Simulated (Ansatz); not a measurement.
## BN: the gap against volume

BN, F-43m, a = 3.625 Å. The compound has several low-lying forms, and this is one of them. Ansatz: PBE, PAW, 420 eV, Γ-centred 12×12×12 mesh on 2 atoms, Gaussian smearing 0.02 eV; no spin polarisation. Symmetry fixes shape and atoms, so the cell is only scaled; x = ln(V/V0) with V0 = 5.953 Å³/atom. The gap is read at the mesh points alone.

```tsv
x	gap y (eV)
-0.1278	4.592
-0.0943	4.558
-0.0619	4.527
-0.0305	4.493
0.0000	4.463
0.0296	4.430
0.0583	?
0.0953	4.350
```

Question: Fit a straight line to the other rows, give the volume deformation potential of the gap and its pressure coefficient, and predict the missing gap. B0 = 371.0 GPa.

Answer: Means x = -0.02709, y = 4.4876; Σ(Δx)² = 0.03481, ΣΔxΔy = -0.03741; the slope is their ratio. y = 4.4585 − 1.0746 x. The slope is the deformation potential a = dE_g/d ln V = -1.07 eV, and dE_g/dP = −a/B0 = 2.90 meV/GPa. At x = 0.0583 the fit asked for gives 4.396 eV. The run gave 4.396 eV, the same to the digits shown.

Semilocal functionals give gaps under the measured ones; changes of the gap mostly carry over better.